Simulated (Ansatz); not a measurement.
# Ge (Fd-3m) in Ansatz: notebook

Runs on Ge. Level: SVWN5. Tasks: single point, equation of state.

Everything below comes from runs of Ansatz 0.2.0. Logs are shortened: lines on timing, memory, paths and dates and some standing lists are left out, and cuts for length are marked.

**The experiment to reproduce.**

From “Sub-monolayer structures of Ag overlayers on Ge(111): experimental observations and first-principles study”, 2019, arxiv:1908.00180, for a bulk crystal of Ge: bulk modulus 75.8 GPa.

How close the calculation comes is told below.

### Step 1. The crystal as given

The structure is cubic, space group Fd-3m (No. 227). Conventional cell: a = 5.658 Å, b = 5.658 Å, c = 5.658 Å, α = 90.00°, β = 90.00°, γ = 90.00°. Ge (site symmetry -43m) is surrounded by 4 Ge at 2.45 Å.

### Step 2. Single point, SVWN5, 21.28 Å³/atom (volume scaled by 0.94)

input.yaml

```yaml
crystal:
  lattice:
    - [0.0, 2.7711609388, 2.7711609388]
    - [2.7711609388, 0.0, 2.7711609388]
    - [2.7711609388, 2.7711609388, 0.0]
  atoms:
    - { symbol: Ge, position: [0.75, 0.75, 0.75] }
    - { symbol: Ge, position: [0.5, 0.5, 0.5] }
hamiltonian:
  xc: { exchange: slater, correlation: vwn5 }
  pseudopotentials: { kind: paw }
kpoints:
  mp_grid: { grid: [8, 8, 8] }
scf:
  occupations: { method: fermi_dirac, width: 0.05 }
output:
  forces: true
  stress: true
  eigenvalues: true
```

Potentials or basis: Ansatz PAW.

Started as:

```sh
$ ansatz run input.yaml --threads 2 --pin off --max-ram 5120MiB --backend cpu --events-out ev --progress --plain --runs-dir out
```

What it wrote:

```text
Warning: RAYON_NUM_THREADS=2 ignored (pool sized by the plan → 2); use --threads N
Engine: ansatz 0.2.0, x86_64-unknown-linux-gnu
Pseudopotentials: kind: paw
Pseudopotential: Ge, paw, valence charge 14, recommended cutoff 420 eV (normal), Ge.paw.azcp
Functional definition: unnamed
  exchange = slater_x
  correlation = vwn5_c
Crystal: 2 atoms, lattice volume = 42.561 Å³
Basis set: ecut = 420 eV, 869 PW (Γ)
Bands: 18, of which v1, the nominal top of the filled ones, is band 14 counted from 1 (13 counted from 0)
Symmetry: 48 space group operations
Space group: Fd-3m (ITA 227), of the structure as read, at distance tolerance 3.5e-5 Å
k-points: 29 of 512
Non-local potential: Ge, projectors of the file, l = 0: 2, l = 1: 2, l = 2: 3, l = 3: 1
PAW form: soft (Blöchl's): semilocal exchange-correlation on the pseudo side does not see the compensation charge
PAW frozen core: Ge, regenerated for the run's functional, and the local potential with it (the file was generated under x = pbe(κ = 0.804, μ = 0.2195149727645171), c = pbe(β = 0.06672455060314922))
PAW one-centre angular grid: Ge, 590 points (default); XC on 64 Gauss nodes
Initial density: superposition of atomic densities (neutral atoms: chi_scale 0, normalization atom), corrected by the library's trained network
Initial wavefunctions: pseudopotential atomic-orbital guess
Functional: x = slater, c = vwn5
SCF iter   1: F=—  HF=-8432.131907 eV  |F-HF|=—  |Δ(HF+E_count)|=         —  Δρ=4.66e-3  dr2=3.73e-3  ethr=1.77e-3  ⟨swp⟩=6.0  Hψ=2464  notcnv=0
preconditioner: auto → none  [insulator: Δε(μ)=0.244 eV  Ē_g=23.751 eV  σ=0.050 eV  W_gap=0.84  n_scr=14 (ndim 8)  ℏωp=30.1 eV  f_vac=0.053  D(μ)=0.04/eV (n_scr^D=0)  ε∞_Penn≈2.6]
SCF iter   2: F=—  HF=-8432.129809 eV  |F-HF|=—  |Δ(HF+E_count)|=   2.10e-3  Δρ=2.42e-3  dr2=8.28e-4  ethr=1.33e-5  ⟨swp⟩=1.2  Hψ=773  notcnv=0
SCF iter   3: F=—  HF=-8432.129744 eV  |F-HF|=—  |Δ(HF+E_count)|=   6.56e-5  Δρ=6.04e-4  dr2=8.34e-5  ethr=2.96e-6  ⟨swp⟩=2.0  Hψ=812  notcnv=0
SCF iter   4: F=—  HF=-8432.129620 eV  |F-HF|=—  |Δ(HF+E_count)|=   1.24e-4  Δρ=1.53e-4  dr2=6.68e-6  ethr=2.98e-7  ⟨swp⟩=2.0  Hψ=928  notcnv=0
SCF iter   5: F=—  HF=-8432.129612 eV  |F-HF|=—  |Δ(HF+E_count)|=   7.61e-6  Δρ=6.92e-5  dr2=7.80e-7  ethr=2.39e-8  ⟨swp⟩=2.0  Hψ=928  notcnv=0
SCF iter   6: F=—  HF=-8432.129611 eV  |F-HF|=—  |Δ(HF+E_count)|=   7.84e-7  Δρ=2.36e-5  dr2=9.69e-8  ethr=3.57e-10  ⟨swp⟩=5.0  Hψ=2317  notcnv=0
SCF iter   7: F=-8432.129611 eV  HF=-8432.129611 eV  |F-HF|=6.01e-9  |Δ(HF+E_count)|=   9.91e-8  Δρ=3.88e-6  dr2=2.59e-9  ethr=3.46e-10  ⟨swp⟩=4.1  Hψ=1849  notcnv=0
SCF 1 converged in 7 iterations: F = -8432.129611 eV  dr2 = 2.59e-9
SCF converged after 7 iterations
Free energy (F): -8432.129611 eV
Harris-Foulkes:  -8432.129611 eV  (|F-HF|=6.01e-9)
Internal energy: -8432.129150 eV  (E = F + TS)
E sigma→0 (E₀):  -8432.129380 eV
Entropy (-TS):   -0.000461 eV (-0.231 meV/atom)
Fermi energy:    9.209865 eV
--- Per-component energies (eV) ---
  E_band       = -289.653070
  E_kinetic    = 225.890053
  E_local      = -4862.346192  (includes V_loc(G=0)·N_el)
  E_nonlocal   = 844.306526
  E_hartree    = 2134.847936
  E_xc         = -151.558659
  E_vxc        = -131.738356  (∫ρ·V_xc dr)
  E_paw        = -3883.954880  (= ΣΔE_a)
  E_vpaw       = -635.466061  (= ΣTr[D̂ρ^β])
  E_aug_tail   = 0.000786  (compensation charges beyond the density's cutoff)
  E_ewald      = -2743.132721
  E_core_change = 3.818002  (= ΣΔE_core)
  E_smearing   = -0.000461  (= −TS)
  E_closure    = -0.000000  (closes the sum)
  Σ components = -8432.129611   (vs F -8432.129611, Δ=0.00e0)
--- Forces (eV/Å), atoms counted from 1 ---
  atom   1  Ge     0.00000000    -0.00000000     0.00000000
  atom   2  Ge     0.00000000    -0.00000000     0.00000000
  max |Σ_I F_I| component: 1.85e-17 eV/Å
--- Stress (GPa, compression-positive) ---
        3.278483       0.000000      -0.000000
       -0.000000       3.278483      -0.000000
       -0.000000       0.000000       3.278483
  P = ⅓ Tr σ = 3.2785 GPa (32.785 kbar)
--- Band table (eV; the first three rows and the last of 29) ---
  k-point 0: bands = ["-15.9252", "-15.9252", "-15.9252", "-15.8838", "-15.8838", "-15.6365", "-15.6365", "-15.6365", "-15.6177", "-15.6177", "-4.2015", "9.1028", "9.1028", "9.1028", "9.4848", "11.6550", "11.6550", "11.6550"]
  k-point 1: bands = ["-15.9348", "-15.9348", "-15.9223", "-15.8701", "-15.8701", "-15.6495", "-15.6495", "-15.6400", "-15.6068", "-15.6068", "-4.0000", "6.7477", "8.7382", "8.7382", "10.2982", "12.1360", "12.1360", "12.7197"]
  k-point 2: bands = ["-15.9465", "-15.9465", "-15.9152", "-15.8499", "-15.8499", "-15.6651", "-15.6651", "-15.6486", "-15.5952", "-15.5952", "-3.4136", "4.2373", "8.1533", "8.1533", "9.8572", "12.7863", "12.7863", "14.9696"]
  k-point 28: bands = ["-15.9809", "-15.9809", "-15.8158", "-15.8158", "-15.7573", "-15.7573", "-15.7190", "-15.7190", "-15.5566", "-15.5566", "0.0356", "0.0356", "4.8837", "4.8837", "13.5922", "13.5922", "13.7939", "13.7939"]
```

It took 0.74 s on 2 threads of Intel Xeon at 2.80GHz (Skylake/Cascade Lake), shared host; peak memory 0.34 GiB.

Results:

| Quantity | Value |
| --- | --- |
| Free energy | -8432.1296 eV |
| Pressure | 3.3 GPa |
| Band gap on the k mesh | 0.24 eV, indirect (least direct gap 0.38 eV) |

Caveat: the PAW data sets come from PBE, with cores solved anew for the run's functional, which leaves a small shift of forces and pressure.

### Step 3. Single point, SVWN5, 21.73 Å³/atom (volume scaled by 0.96)

input.yaml, as its differences from that of step 2:

```diff
@@ -2,5 +2,5 @@
   lattice:
-    - [0.0, 2.7711609388, 2.7711609388]
-    - [2.7711609388, 0.0, 2.7711609388]
-    - [2.7711609388, 2.7711609388, 0.0]
+    - [0.0, 2.7906767997, 2.7906767997]
+    - [2.7906767997, 0.0, 2.7906767997]
+    - [2.7906767997, 2.7906767997, 0.0]
   atoms:
@@ -19 +19,5 @@
   eigenvalues: true
+  write_density: true
+  write_potential: true
+  elf: true
+  volumetric_format: npy
```

Potentials or basis: Ansatz PAW.

Started as:

```sh
$ ansatz run input.yaml --threads 2 --pin off --max-ram 5120MiB --backend cpu --events-out ev --progress --plain --runs-dir out
```

Run time: 0.98 s. Hardware: 2 threads of Intel Xeon at 2.80GHz (Skylake/Cascade Lake), shared host; peak memory 0.35 GiB.

It converged, with:

| Property | Result |
| --- | --- |
| Free energy | -8432.1431 eV |
| Pressure | 1.5 GPa |
| Band gap on the k mesh | 0.17 eV, indirect (least direct gap 0.18 eV) |

Caveat: the PAW data sets come from PBE, with cores solved anew for the run's functional, which leaves a small shift of forces and pressure.

### Step 4. Single point, SVWN5, 22.19 Å³/atom (volume scaled by 0.98)

input.yaml, as its differences from that of step 3:

```diff
@@ -2,5 +2,5 @@
   lattice:
-    - [0.0, 2.7906767997, 2.7906767997]
-    - [2.7906767997, 0.0, 2.7906767997]
-    - [2.7906767997, 2.7906767997, 0.0]
+    - [0.0, 2.8099234548, 2.8099234548]
+    - [2.8099234548, 0.0, 2.8099234548]
+    - [2.8099234548, 2.8099234548, 0.0]
   atoms:
```

Started as:

```sh
$ ansatz run input.yaml --threads 2 --pin off --max-ram 5120MiB --backend cpu --events-out ev --progress --plain --runs-dir out
```

It took 0.97 s on 2 threads of Intel Xeon at 2.80GHz (Skylake/Cascade Lake), shared host; peak memory 0.35 GiB.

It converged, with:

| Quantity | Value |
| --- | --- |
| Free energy | -8432.1473 eV |
| Pressure | 0.0 GPa |
| Band gap on the k mesh | none (metal or under the smearing width) |

Caveat: the PAW data sets come from PBE, with cores solved anew for the run's functional, which leaves a small shift of forces and pressure.

### Step 5. Single point, SVWN5, 22.64 Å³/atom

input.yaml

```yaml
crystal:
  lattice:
    - [0.0, 2.82891, 2.82891]
    - [2.82891, 0.0, 2.82891]
    - [2.82891, 2.82891, 0.0]
  atoms:
    - { symbol: Ge, position: [0.75, 0.75, 0.75] }
    - { symbol: Ge, position: [0.5, 0.5, 0.5] }
hamiltonian:
  xc: { exchange: slater, correlation: vwn5 }
  pseudopotentials: { kind: paw }
kpoints:
  mp_grid: { grid: [8, 8, 8] }
scf:
  occupations: { method: fermi_dirac, width: 0.05 }
output:
  forces: true
  stress: true
  eigenvalues: true
```

Started as:

```sh
$ ansatz run input.yaml --threads 2 --pin off --max-ram 5120MiB --backend cpu --events-out ev --progress --plain --runs-dir out
```

It took 0.74 s on 2 threads of Intel Xeon at 2.80GHz (Skylake/Cascade Lake), shared host; peak memory 0.34 GiB.

The run converged. Its results:

| Quantity | Value |
| --- | --- |
| Free energy | -8432.1436 eV |
| Pressure | -1.3 GPa |
| Band gap on the k mesh | none (metal or under the smearing width) |

Caveat: the PAW data sets come from PBE, with cores solved anew for the run's functional, which leaves a small shift of forces and pressure.

### Step 6. Single point, SVWN5, 23.09 Å³/atom (volume scaled by 1.02)

input.yaml, as its differences from that of step 5:

```diff
@@ -2,5 +2,5 @@
   lattice:
-    - [0.0, 2.82891, 2.82891]
-    - [2.82891, 0.0, 2.82891]
-    - [2.82891, 2.82891, 0.0]
+    - [0.0, 2.8476450493, 2.8476450493]
+    - [2.8476450493, 0.0, 2.8476450493]
+    - [2.8476450493, 2.8476450493, 0.0]
   atoms:
```

Potentials or basis: Ansatz PAW.

Started as:

```sh
$ ansatz run input.yaml --threads 2 --pin off --max-ram 5120MiB --backend cpu --events-out ev --progress --plain --runs-dir out
```

Run time: 0.71 s. Hardware: 2 threads of Intel Xeon at 2.80GHz (Skylake/Cascade Lake), shared host; peak memory 0.34 GiB.

The run converged. Its results:

| Item | Value |
| --- | --- |
| Free energy | -8432.1325 eV |
| Pressure | -2.6 GPa |
| Band gap on the k mesh | none (metal or under the smearing width) |

Caveat: the PAW data sets come from PBE, with cores solved anew for the run's functional, which leaves a small shift of forces and pressure.

### Step 7. Single point, SVWN5, 23.54 Å³/atom (volume scaled by 1.04)

input.yaml, as its differences from that of step 6:

```diff
@@ -2,5 +2,5 @@
   lattice:
-    - [0.0, 2.8476450493, 2.8476450493]
-    - [2.8476450493, 0.0, 2.8476450493]
-    - [2.8476450493, 2.8476450493, 0.0]
+    - [0.0, 2.8661367691, 2.8661367691]
+    - [2.8661367691, 0.0, 2.8661367691]
+    - [2.8661367691, 2.8661367691, 0.0]
   atoms:
```

Started as:

```sh
$ ansatz run input.yaml --threads 2 --pin off --max-ram 5120MiB --backend cpu --events-out ev --progress --plain --runs-dir out
```

Run time: 0.75 s. Hardware: 2 threads of Intel Xeon at 2.80GHz (Skylake/Cascade Lake), shared host; peak memory 0.35 GiB.

The run converged. Its results:

| Property | Result |
| --- | --- |
| Free energy | -8432.1148 eV |
| Pressure | -3.7 GPa |
| Band gap on the k mesh | none (metal or under the smearing width) |

Caveat: the PAW data sets come from PBE, with cores solved anew for the run's functional, which leaves a small shift of forces and pressure.

### Step 8. Single point, SVWN5, 24.00 Å³/atom (volume scaled by 1.06)

input.yaml, as its differences from that of step 7:

```diff
@@ -2,5 +2,5 @@
   lattice:
-    - [0.0, 2.8661367691, 2.8661367691]
-    - [2.8661367691, 0.0, 2.8661367691]
-    - [2.8661367691, 2.8661367691, 0.0]
+    - [0.0, 2.8843929095, 2.8843929095]
+    - [2.8843929095, 0.0, 2.8843929095]
+    - [2.8843929095, 2.8843929095, 0.0]
   atoms:
```

Started as:

```sh
$ ansatz run input.yaml --threads 2 --pin off --max-ram 5120MiB --backend cpu --events-out ev --progress --plain --runs-dir out
```

Wall time 0.7 s (2 threads of Intel Xeon at 2.80GHz (Skylake/Cascade Lake), shared host); peak memory 0.34 GiB.

It converged, with:

```yaml
Free_energy: -8432.0913 eV
Pressure: -4.6 GPa
Band_gap_on_the_k_mesh: none (metal or under the smearing width)
```

Caveat: the PAW data sets come from PBE, with cores solved anew for the run's functional, which leaves a small shift of forces and pressure.

### Step 9. Equation of state, SVWN5

Potentials or basis: Ansatz PAW.

No new run: the results of the series are fitted here.

Results:

- Equilibrium volume: 22.19 Å³/atom
- Bulk modulus: 70 GPa
- Pressure derivative of the bulk modulus: 4.4

Energy against volume, from the lowest point:
```
volume (Å³/atom)  energy (meV/atom)
          21.281               8.85
          21.733               2.12
          22.186               0.00
          22.639               1.87
          23.092               7.41
          23.545              16.25
          23.997              27.98
```

### Step 10. Comparison with measurements

Step 9. Measured bulk modulus of Ge: 75.8 GPa (quoted in “Sub-monolayer structures of Ag overlayers on Ge(111): experimental observations and first-principles study”, 2019, arxiv:1908.00180). This calculation gives 70 GPa (-7.2 %). The fit is for a static lattice scaled at fixed shape and fixed fractional positions. The cell as given is a measured one (22.64 Å³/atom); SVWN5 puts the equilibrium volume -2.0 % from it, thermal expansion not counted.
